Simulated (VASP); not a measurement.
# BAs (F-43m) in VASP: a series of runs

The runs below take BAs through single point, relaxation of cell and atoms, with PBEsol.

Program: VASP 6.6.1. These are calculated values, not measurements. Logs are shortened: lines on timing, memory, paths and dates and some standing lists are left out, and cuts for length are marked.

## Step 1: The crystal as given

Symmetry: F-43m, No. 216, cubic system. Conventional cell: a = 4.768 Å, b = 4.768 Å, c = 4.768 Å, α = 90.00°, β = 90.00°, γ = 90.00°. Around B (site symmetry -43m) lie 4 As at 2.06 Å. As (site symmetry -43m) has 4 B at 2.06 Å as nearest neighbours.

The cell was built by a generator and needn't be a form met in nature.

## Step 2: Single point, PBEsol

INCAR reads:

```
SYSTEM = BAs
  ALGO = Fast
  EDIFF = 1E-6
  ENCUT = 520
  GGA = PS
  ISIF = 2
  ISMEAR = 0
  LASPH = .True.
  LCHARG = .False.
  LREAL = .False.
  LWAVE = .False.
  NBANDS = 11
  NELM = 60
  PREC = Accurate
  SIGMA = 0.01
```

KPOINTS reads:

```
k-points
0
Gamma
  8 8 8
  0 0 0
```

POSCAR reads:

```
BAs
1.0
    0.0000000000      2.3839460427      2.3839460427
    2.3839460427      0.0000000000      2.3839460427
    2.3839460427      2.3839460427      0.0000000000
B As
1 1
Direct
    0.0000000000      0.0000000000      0.0000000000
    0.2500000000      0.2500000000      0.2500000000
```

Potentials or basis: VASP PAW PBE potentials, release 64 (B, As).

Run with:

```sh
$ cat potpaw_PBE.64/B/POTCAR potpaw_PBE.64/As/POTCAR > POTCAR
$ mpirun -np 1 vasp_std > vasp.out
```

OUTCAR:

```text
SYSTEM = BAs
   EDIFF = 1E-6
   ENCUT = 520
   GGA = PS
   ISIF = 2
   ISMEAR = 0
   LASPH = .True.
   LREAL = .False.
   NELM = 60
   PREC = Accurate

 ion  position               nearest neighbor table
   1  0.000  0.000  0.000-   2 2.06   2 2.06   2 2.06   2 2.06
   2  0.250  0.250  0.250-   1 2.06   1 2.06   1 2.06   1 2.06

  LATTYP: Found a face centered cubic cell.
 ALAT       =     4.7678920854

  Lattice vectors:

 A1 = (   0.0000000000,   2.3839460427,   2.3839460427)
 A2 = (   2.3839460427,   0.0000000000,   2.3839460427)
 A3 = (   2.3839460427,   2.3839460427,   0.0000000000)

Analysis of symmetry for initial positions (statically):
=====================================================================
 Subroutine PRICEL returns:
 Original cell was already a primitive cell.

 Routine SETGRP: Setting up the symmetry group for a
 face centered cubic supercell.

 Subroutine GETGRP returns: Found 24 space group operations
 (whereof 24 operations were pure point group operations)
 out of a pool of 48 trial point group operations.

The static configuration has the point symmetry T_d .

Analysis of symmetry for dynamics (positions and initial velocities):
=====================================================================
 Subroutine PRICEL returns:
 Original cell was already a primitive cell.

 Routine SETGRP: Setting up the symmetry group for a
 face centered cubic supercell.

 Subroutine GETGRP returns: Found 24 space group operations
 (whereof 24 operations were pure point group operations)
 out of a pool of 48 trial point group operations.

The dynamic configuration has the point symmetry T_d .

 Subroutine INISYM returns: Found 24 space group operations
 (whereof 24 operations are pure point group operations),
 and found     1 'primitive' translations

----------------------------------------------------------------------------------------

                                     Primitive cell

  volume of cell :      27.0969

  direct lattice vectors                    reciprocal lattice vectors
     0.000000000  2.383946043  2.383946043    -0.209736291  0.209736291  0.209736291
     2.383946043  0.000000000  2.383946043     0.209736291 -0.209736291  0.209736291
     2.383946043  2.383946043  0.000000000     0.209736291  0.209736291 -0.209736291

  length of vectors
     3.371408826  3.371408826  3.371408826     0.363273912  0.363273912  0.363273912

  position of ions in fractional coordinates (direct lattice)
     0.000000000  0.000000000  0.000000000
     0.250000000  0.250000000  0.250000000

  ion indices of the primitive-cell ions
   primitive index   ion index
                 1           1
                 2           2

----------------------------------------------------------------------------------------

 KPOINTS: k-points

Automatic generation of k-mesh.
 Grid dimensions read from file:
 generate k-points for:    8    8    8

 Generating k-lattice:

  Cartesian coordinates                     Fractional coordinates (reciprocal lattice)
    -0.026217036  0.026217036  0.026217036     0.125000000  0.000000000  0.000000000
     0.026217036 -0.026217036  0.026217036     0.000000000  0.125000000  0.000000000
     0.026217036  0.026217036 -0.026217036     0.000000000  0.000000000  0.125000000

  Length of vectors
     0.045409239  0.045409239  0.045409239

  Shift w.r.t. Gamma in fractional coordinates (k-lattice)
     0.000000000  0.000000000  0.000000000

 Subroutine IBZKPT returns following result:
 ===========================================

 Found     29 irreducible k-points:

 Following reciprocal coordinates:
            Coordinates               Weight
  0.000000  0.000000  0.000000      1.000000
  0.125000  0.000000  0.000000      8.000000
  0.250000  0.000000  0.000000      8.000000
  0.375000  0.000000  0.000000      8.000000
  0.500000  0.000000  0.000000      4.000000
  0.125000  0.125000  0.000000      6.000000
[... 16 lines left out ...]
  0.500000  0.250000  0.125000     48.000000
 -0.375000  0.250000  0.125000     24.000000
 [... further k-points ...]
   k-points           NKPTS =     29   k-points in BZ     NKDIM =     29   number of bands    NBANDS=     11
   number of dos      NEDOS =    301   number of ions     NIONS =      2
   total plane-waves  NPLWV =  21952
   dimension x,y,z NGX =    28 NGY =   28 NGZ =   28
   dimension x,y,z NGXF=    56 NGYF=   56 NGZF=   56
   ions per type =               1   1
   NGX,Y,Z   is equivalent  to a cutoff of  13.81, 13.81, 13.81 a.u.
   NGXF,Y,Z  is equivalent  to a cutoff of  27.61, 27.61, 27.61 a.u.
 SYSTEM =  BAs
   PREC   = accura    normal or accurate (medium, high low for compatibility)
   ISTART =      0    job   : 0-new  1-cont  2-samecut
   ICHARG =      2    charge: 1-file 2-atom 10-const
   ISPIN  =      1    spin polarized calculation?
   LNONCOLLINEAR =      F non collinear calculations
   LSORBIT =      F    spin-orbit coupling
   LASPH  =      T    aspherical Exc in radial PAW
   ENCUT  =  520.0 eV  38.22 Ry    6.18 a.u.   6.27  6.27  6.27*2*pi/ulx,y,z
   NELM   =     60;   NELMIN=  2; NELMDL= -5     # of ELM steps
   EDIFF  = 0.1E-05   stopping-criterion for ELM
   LREAL  =      F    real-space projection
   EDIFFG = 0.1E-04   stopping-criterion for IOM
   NSW    =      0    number of steps for IOM
   IBRION =     -1    ionic relax: 0-MD 1-quasi-New 2-CG
   NFREE  =      0    steps in history (QN), initial steepest desc. (CG)
   ISIF   =      2    stress and relaxation
   ISYM   =      2    0-nonsym 1-usesym 2-fastsym
   POTIM  = 0.5000    time-step for ionic-motion
   TEBEG  =    0.0;   TEEND  =   0.0 temperature during run
   PSTRESS=    0.0 pullay stress
   NELECT =       8.0000    total number of electrons
   NUPDOWN=      -1.0000    fix difference up-down
   EMIN   =  10.00;   EMAX   =-10.00  energy-range for DOS
   EFERMI =   0.00;   METHOD = LEGACY
   ISMEAR =     0;   SIGMA  =   0.01  broadening in eV -4-tet -1-fermi 0-gaus
   EFERMI_NEDOS =   21; number of points for ismear=-14 and -15
   IALGO  =     68    algorithm
   IMIX   =      4    mixing-type and parameters
     AMIX     =   0.40;   BMIX     =  1.00
     AMIX_MAG =   1.60;   BMIX_MAG =  1.00
  volume/ion in A,a.u.               =      13.55        91.43
  Fermi-wavevector in a.u.,A,eV,Ry     =   1.090097  2.059984 16.167954  1.188311
  Thomas-Fermi vector in A             =   2.226314
   LORBIT       =      0    0 simple, 1 ext, 2 COOP (PROOUT), +10 PAW based schemes
   GGA     = PS    functional components
   LHFCALC =     F    Hartree Fock is set to
   AEXX    =    0.0000 exact exchange contribution
   IVDW    =     0    specifies the selected vdW correction
   LEPSILON=     F    determine dielectric tensor
   LRPA    =     F    only Hartree local field effects (RPA)
 non-spin polarized calculation
 RMM-DIIS sequential band-by-band and
 Gauss-broadening in eV      SIGMA  =   0.01
  energy-cutoff  :      520.00
  volume of cell :       27.10
 maximum number of plane-waves:       745
 NGX is ok and might be reduce to    28
   NGX = 13   NGY = 13   NGZ = 13

 number of electron       8.0000000 magnetization

 Free energy of the ion-electron system (eV)
  ---------------------------------------------------
  ext. energy  EPLUGINS =         0.00000000
  ---------------------------------------------------
  free energy    TOTEN  =       -12.20107815 eV

  energy without entropy =      -12.20107815  energy(sigma->0) =      -12.20107815

 E-fermi :   6.1879     XC(G=0): -10.7550

 val. band max:        6.1081145749   @ k =   0.0000   0.0000   0.0000
 cond. band min:       7.1947479734   @ k =   0.3750   0.3750   0.0000
 fundamental gap:      1.0866333985
 Fermi energy:         6.1879217152

 k-point     1 :       0.0000    0.0000    0.0000
  band No.  band energies     occupation
      1      -9.3817      2.00000
      2       6.1081      2.00000
      3       6.1081      2.00000
      4       6.1081      2.00000
      5       9.3547      0.00000
      6       9.3547      0.00000
      7       9.3547      0.00000
      8      10.8627      0.00000
      9      15.4825      0.00000
     10      19.0618      0.00000
     11      19.0618      0.00000

 k-point     2 :       0.1250    0.0000    0.0000
  band No.  band energies     occupation
      1      -9.1237      2.00000
      2       4.1241      2.00000
      3       5.6627      2.00000
      4       5.6627      2.00000
      5       9.4857      0.00000
      6       9.9392      0.00000
      7       9.9392      0.00000
      8      12.1109      0.00000
      9      16.4541      0.00000
     10      17.6636      0.00000
     11      17.6636      0.00000

 k-point     3 :       0.2500    0.0000    0.0000
  band No.  band energies     occupation
      1      -8.3720      2.00000
      2       1.1242      2.00000
      3       4.9450      2.00000
      4       4.9450      2.00000
      5       9.1635      0.00000
      6      10.7365      0.00000
      7      10.7365      0.00000
      8      13.9945      0.00000
      9      17.2279      0.00000
     10      17.2722      0.00000
     11      17.2722      0.00000

 k-point     4 :       0.3750    0.0000    0.0000
  band No.  band energies     occupation
      1      -7.2528      2.00000
      2      -1.4808      2.00000
      3       4.4424      2.00000
      4       4.4424      2.00000
      5       8.8906      0.00000
      6      10.8979      0.00000
      7      10.8979      0.00000
      8      14.8248      0.00000
      9      17.8015      0.00000
     10      18.7496      0.00000
     11      18.7496      0.00000

 k-point     5 :       0.5000    0.0000    0.0000
  band No.  band energies     occupation
      1      -6.4760      2.00000
      2      -2.7674      2.00000
      3       4.2688      2.00000
      4       4.2688      2.00000
      5       8.7955      0.00000
      6      10.8405      0.00000
      7      10.8405      0.00000
      8      14.8241      0.00000
      9      18.7058      0.00000
     10      20.6485      0.00000
     11      20.6485      0.00000
[... 211 lines left out ...]
 k-point    21 :       0.5000    0.5000    0.0000
  band No.  band energies     occupation
      1      -5.1572      2.00000
      2      -2.4571      2.00000
      3       1.9779      2.00000
      4       1.9779      2.00000
      5       7.4144      0.00000
      6       7.4386      0.00000
      7      17.5069      0.00000
      8      17.5069      0.00000
      9      18.9368      0.00000
     10      23.3719      0.00000
     11      23.8926      0.00000

 k-point    22 :       0.3750    0.2500    0.1250
  band No.  band energies     occupation
      1      -7.7145      2.00000
      2       0.8863      2.00000
      3       2.3343      2.00000
      4       4.0609      2.00000
      5       9.2801      0.00000
      6      11.3362      0.00000
      7      11.9586      0.00000
      8      13.2921      0.00000
      9      16.8067      0.00000
     10      19.3472      0.00000
     11      20.2560      0.00000

 k-point    23 :       0.5000    0.2500    0.1250
  band No.  band energies     occupation
      1      -6.6343      2.00000
      2      -1.1040      2.00000
      3       1.6135      2.00000
      4       3.3316      2.00000
      5       9.9031      0.00000
      6      11.1316      0.00000
      7      12.5931      0.00000
      8      14.1618      0.00000
      9      17.4676      0.00000
     10      19.3872      0.00000
     11      21.5421      0.00000

 k-point    24 :      -0.3750    0.2500    0.1250
  band No.  band energies     occupation
      1      -5.8991      2.00000
      2      -2.2486      2.00000
      3       1.4953      2.00000
      4       2.9889      2.00000
      5      10.0200      0.00000
      6      10.8141      0.00000
      7      13.5710      0.00000
      8      15.1132      0.00000
      9      16.3703      0.00000
     10      20.2591      0.00000
     11      21.2399      0.00000

 [... further k-points ...]
[... 5 lines left out ...]
  --------------------------------------------------------------------------------------
  -------------------------------------------------------------------------------------
  Total        0.1485695      0.1485695      0.1485695      0.0000000      0.0000000      0.0000000
  in kB        8.7845800      8.7845800      8.7845800      0.0000000      0.0000000      0.0000000
  external PRESSURE =       8.7845800 kB  Pullay stress =       0.0000000 kB

 VOLUME and BASIS-vectors are now :
 -----------------------------------------------------------------------------
  energy-cutoff  :      520.00
  volume of cell :       27.10
      direct lattice vectors                 reciprocal lattice vectors
     0.000000000  2.383946043  2.383946043    -0.209736291  0.209736291  0.209736291
     2.383946043  0.000000000  2.383946043     0.209736291 -0.209736291  0.209736291
     2.383946043  2.383946043  0.000000000     0.209736291  0.209736291 -0.209736291

 POSITION                                       TOTAL-FORCE (eV/Angst)
 -----------------------------------------------------------------------------------
      0.00000      0.00000      0.00000        -0.000000     -0.000000     -0.000000
      1.19197      1.19197      1.19197         0.000000      0.000000      0.000000
 -----------------------------------------------------------------------------------
    total drift:                               -0.000000     -0.000000     -0.000000

  FREE ENERGIE OF THE ION-ELECTRON SYSTEM (eV)
  ---------------------------------------------------
  free  energy   TOTEN  =       -12.2010781461 eV

  energy  without entropy=      -12.2010781461  energy(sigma->0) =      -12.20107815
```

Wall time 5.6 s (1 thread of Intel Xeon 6975P-C (Granite Rapids), shared host); peak memory 0.15 GiB.

Results:

```
Free energy            : -12.2011 eV
Pressure               : 0.9 GPa
Band gap on the k mesh : 1.09 eV, indirect (least direct gap 3.25 eV)
```

Caveat: the PAW data sets were made with another functional, which shifts forces and pressure a little. A k mesh can miss the band edges.

[end of part 1 of 2]
